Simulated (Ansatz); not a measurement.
## Zone-centre phonons of Ru: input and output

The calculation used Ansatz 0.2.0, DFT PBEsol, scalar-relativistic, plane waves, PAW.

Launched with:
```bash
ansatz run input.yaml --threads 1 --pin off --max-ram 3072MiB --backend cpu --events-out ev --progress --plain --runs-dir out
```

Input (bare energies are in eV):
```yaml
crystal:
  lattice:
    - [2.69169271, 0.0, 0.0]
    - [-1.345846355, 2.331074266, 0.0]
    - [0.0, 0.0, 4.2517439378]
  atoms:
    - { symbol: Ru, position: [0.3333333333, 0.6666666667, 0.25] }
    - { symbol: Ru, position: [0.6666666667, 0.3333333333, 0.75] }
basis:
  ecutwfc: 420
kpoints:
  mp_grid: { grid: [18, 18, 10] }
hamiltonian:
  xc: pbesol
scf:
  occupations: { method: fermi_dirac, width: 0.15 }
output:
  eigenvalues: true
phonons:
  method: dfpt
  eigenvectors: true
```

The end of the output:
```
--- Phonons (Γ-DFPT): 2 representative perturbations + reference, on 546 of 3240 k-points (Σ response iterations 7) ---
  k mesh reduced under 4 symmetry operations, with k and −k counted as one. Each operation leaves every solved displacement unchanged or reverses it
  ASR residual: 1.395e-3 → 0.000e0 eV/Å²; symmetrization residual: 3.428e-13 eV/Å²
  ASR residual per site (eV/Å²): 1.40e-3 1.40e-3
  Γ frequencies (cm⁻¹): 0.00 0.00 0.00 199.64 199.64 261.68
  non-analytic LO–TO correction: not included (Born effective charges unavailable; polar crystals: no LO–TO splitting at Γ)
```

The run took 29 s on 1 thread of AMD EPYC 9R45 96-Core Processor (Zen 5), on a shared host, peak memory 1.1 GiB.

In a metal, frequencies and elastic constants depend on the k mesh and the smearing, soft modes and shear constants most.